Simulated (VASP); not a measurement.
A run of VASP 6.6.1 is set up as follows.

INCAR

```
SYSTEM = AlN
  PREC = Accurate
  ENCUT = 520
  EDIFF = 1E-7
  ISMEAR = 0
  SIGMA = 0.03
  LREAL = .FALSE.
  LASPH = .TRUE.
  NELM = 80
  ALGO = Normal
  ISIF = 2
  LWAVE = .FALSE.
  LCHARG = .FALSE.
  GGA = PS
  NBANDS = 16
  ICORELEVEL = 1
```

Contents of KPOINTS:

```
Automatic mesh
0
G
  12 12 6
  0 0 0
```

The input POSCAR:

```
AlN                                     
1.0
    3.1131018766     -0.0000000000      0.0000000000
   -1.5565509384      2.6960253078      0.0000000000
   -0.0000000000      0.0000000000      4.9818131090
  Al              N             
     2     2
Direct
     0.3333333300000021    0.6666666699999979    0.9989855801228924
     0.6666666699999979    0.3333333300000021    0.4989855801228925
     0.3333333300000021    0.6666666699999979    0.3810144198771101
     0.6666666699999979    0.3333333300000021    0.8810144198771102
```

Contents of KPOINTS_OPT:

```
explicit points
96
Reciprocal
 0.0000000000  0.0000000000  0.0000000000 1
 0.0555555556  0.0000000000  0.0000000000 1
 0.1111111111  0.0000000000  0.0000000000 1
 0.1666666667  0.0000000000  0.0000000000 1
 0.2222222222  0.0000000000  0.0000000000 1
 0.2777777778  0.0000000000  0.0000000000 1
 0.3333333333  0.0000000000  0.0000000000 1
 0.3888888889  0.0000000000  0.0000000000 1
 0.4444444444  0.0000000000  0.0000000000 1
 0.5000000000  0.0000000000  0.0000000000 1
 0.5000000000  0.0000000000  0.0000000000 1
 0.4814814815  0.0370370370  0.0000000000 1
 0.4629629630  0.0740740741  0.0000000000 1
 0.4444444444  0.1111111111  0.0000000000 1
 0.4259259259  0.1481481481  0.0000000000 1
 0.4074074074  0.1851851852  0.0000000000 1
 0.3888888889  0.2222222222  0.0000000000 1
 0.3703703703  0.2592592592  0.0000000000 1
 0.3518518518  0.2962962963  0.0000000000 1
 0.3333333333  0.3333333333  0.0000000000 1
 0.3333333333  0.3333333333  0.0000000000 1
 0.2962962963  0.2962962963  0.0000000000 1
 0.2592592592  0.2592592592  0.0000000000 1
 0.2222222222  0.2222222222  0.0000000000 1
 0.1851851852  0.1851851852  0.0000000000 1
 0.1481481481  0.1481481481  0.0000000000 1
 0.1111111111  0.1111111111  0.0000000000 1
 0.0740740741  0.0740740741  0.0000000000 1
 0.0370370370  0.0370370370  0.0000000000 1
 0.0000000000  0.0000000000  0.0000000000 1
 0.0000000000  0.0000000000  0.0000000000 1
 0.0000000000  0.0000000000  0.0555555556 1
 0.0000000000  0.0000000000  0.1111111111 1
 0.0000000000  0.0000000000  0.1666666667 1
 0.0000000000  0.0000000000  0.2222222222 1
 0.0000000000  0.0000000000  0.2777777778 1
 0.0000000000  0.0000000000  0.3333333333 1
 0.0000000000  0.0000000000  0.3888888889 1
 0.0000000000  0.0000000000  0.4444444444 1
 0.0000000000  0.0000000000  0.5000000000 1
 0.0000000000  0.0000000000  0.5000000000 1
 0.0555555556  0.0000000000  0.5000000000 1
 0.1111111111  0.0000000000  0.5000000000 1
 0.1666666667  0.0000000000  0.5000000000 1
 0.2222222222  0.0000000000  0.5000000000 1
 0.2777777778  0.0000000000  0.5000000000 1
 0.3333333333  0.0000000000  0.5000000000 1
 0.3888888889  0.0000000000  0.5000000000 1
 0.4444444444  0.0000000000  0.5000000000 1
 0.5000000000  0.0000000000  0.5000000000 1
 0.5000000000  0.0000000000  0.5000000000 1
 0.4814814815  0.0370370370  0.5000000000 1
 0.4629629630  0.0740740741  0.5000000000 1
 0.4444444444  0.1111111111  0.5000000000 1
 0.4259259259  0.1481481481  0.5000000000 1
 0.4074074074  0.1851851852  0.5000000000 1
 0.3888888889  0.2222222222  0.5000000000 1
 0.3703703703  0.2592592592  0.5000000000 1
 0.3518518518  0.2962962963  0.5000000000 1
 0.3333333333  0.3333333333  0.5000000000 1
 0.3333333333  0.3333333333  0.5000000000 1
 0.2962962963  0.2962962963  0.5000000000 1
 0.2592592592  0.2592592592  0.5000000000 1
 0.2222222222  0.2222222222  0.5000000000 1
 0.1851851852  0.1851851852  0.5000000000 1
 0.1481481481  0.1481481481  0.5000000000 1
 0.1111111111  0.1111111111  0.5000000000 1
 0.0740740741  0.0740740741  0.5000000000 1
 0.0370370370  0.0370370370  0.5000000000 1
 0.0000000000  0.0000000000  0.5000000000 1
 0.5000000000  0.0000000000  0.5000000000 1
 0.5000000000  0.0000000000  0.4444444444 1
 0.5000000000  0.0000000000  0.3888888889 1
 0.5000000000  0.0000000000  0.3333333333 1
 0.5000000000  0.0000000000  0.2777777778 1
 0.5000000000  0.0000000000  0.2222222222 1
 0.5000000000  0.0000000000  0.1666666667 1
 0.5000000000  0.0000000000  0.1111111111 1
 0.5000000000  0.0000000000  0.0555555556 1
 0.5000000000  0.0000000000  0.0000000000 1
 0.3333333333  0.3333333333  0.0000000000 1
 0.3333333333  0.3333333333  0.0555555556 1
 0.3333333333  0.3333333333  0.1111111111 1
 0.3333333333  0.3333333333  0.1666666667 1
 0.3333333333  0.3333333333  0.2222222222 1
 0.3333333333  0.3333333333  0.2777777778 1
 0.3333333333  0.3333333333  0.3333333333 1
 0.3333333333  0.3333333333  0.3888888889 1
 0.3333333333  0.3333333333  0.4444444444 1
 0.3333333333  0.3333333333  0.5000000000 1
 0.0000000000  0.0000000000  0.0000000000 1
 0.0000000000  0.0000000000  0.5000000000 1
 0.3333333333  0.3333333333  0.5000000000 1
 0.3333333333  0.3333333333  0.0000000000 1
 0.5000000000  0.0000000000  0.5000000000 1
 0.5000000000  0.0000000000  0.0000000000 1
```

Potentials or basis: VASP PAW PBE potentials, release 64 (Al, N).

Command:

```bash
$ cat potpaw_PBE.64/Al/POTCAR potpaw_PBE.64/N/POTCAR > POTCAR
$ mpirun -np 1 vasp_std > vasp.out
```

(1) Estimate the pressure.

(2) Estimate the band gap on the k mesh.

(3) Estimate the band gap along the path.

Results:

(1) 0.1 GPa.

(2) 4.12 eV, direct.

(3) 4.12 eV, direct.

Caveat: the PAW data sets were made with another functional, which shifts forces and pressure a little.

**The experiment to reproduce.**

From “Structural and optical properties of self-assembled AlN nanowires grown on SiO2/Si substrates by molecular beam epitaxy”, 2024, arxiv:2402.00216, for a bulk crystal of AlN at 0 K: band gap 6.0343 eV (an exciton energy, a little under the gap).

Measured gap of AlN: 6.0343 eV (an exciton energy, a little under the gap; 0 K; quoted in “Structural and optical properties of self-assembled AlN nanowires grown on SiO2/Si substrates by molecular beam epitaxy”, 2024, arxiv:2402.00216). This calculation gives 4.12 eV (-1.92 eV). 2 values of this kind are on record (6.034 to 6.0343 eV); this one was drawn at random. The value is that of PBEsol, without temperature or zero-point motion. Semilocal functionals fall short of measured gaps as a rule.
